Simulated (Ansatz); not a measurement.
# SiO: the cost of one run

Computed with Ansatz 0.2.0 (DFT PBE, scalar-relativistic, plane waves, PAW, unless a step's input says otherwise).

5 further runs of the same task are left out: 5 set aside as unsound or not needed.

## Step 1: The system as given

The structure is hexagonal, space group P6_3/mmc (No. 194). Conventional cell: a = 2.964 Å, b = 2.964 Å, c = 7.885 Å, α = 90.00°, β = 90.00°, γ = 120.00°. Si (site symmetry -6m2) has 3 O at 1.71 Å as nearest neighbours. Around O (site symmetry -6m2) lie 3 Si at 1.71 Å.

Structure file:

```
CELL_PARAMETERS angstrom
2.96415 0.00000 0.00000
-1.48207 2.56703 0.00000
0.00000 0.00000 7.88532
ATOMIC_POSITIONS crystal
Si 0.33333 0.66667 0.25000
Si 0.66667 0.33333 0.75000
O 0.33333 0.66667 0.75000
O 0.66667 0.33333 0.25000
```

This is candidate A: hexagonal BN type (P6_3/mmc, No. 194).

(A quick probe on a coarse mesh, which set the mesh and smearing, is not shown.)

## Step 3: Rough relaxation on the coarse mesh (candidate A)

input.yaml reads:

```yaml
crystal:
  lattice:
    - [2.9641466119, 0.0, 0.0]
    - [-1.482073306, 2.5670262664, 0.0]
    - [0.0, 0.0, 7.8853190196]
  atoms:
    - { symbol: Si, position: [0.3333333333, 0.6666666667, 0.25] }
    - { symbol: Si, position: [0.6666666667, 0.3333333333, 0.75] }
    - { symbol: O, position: [0.3333333333, 0.6666666667, 0.75] }
    - { symbol: O, position: [0.6666666667, 0.3333333333, 0.25] }
basis:
  ecutwfc: 420
kpoints:
  mp_grid: { grid: [6, 6, 2] }
hamiltonian:
  xc: pbe
scf:
  occupations: { method: gaussian, width: 0.1 }
  lower_state_search: "off"
output:
  forces: true
  stress: true
  eigenvalues: true
relax:
  adjacent_minimum: "off"
  f_tol: 0.04
  max_steps: 70
  cell: { stress_tol: 0.4 }
```

Launch:

```sh
> ansatz run input.yaml --threads 1 --pin off --max-ram 2560MiB --backend cpu --events-out ev --progress --plain --runs-dir out
```

**Question.** How long does this run take on 1 thread of Intel Xeon 6975P-C (Granite Rapids), shared host, and how much memory does it need?

About 5.3 s, with a peak of 0.34 GiB.
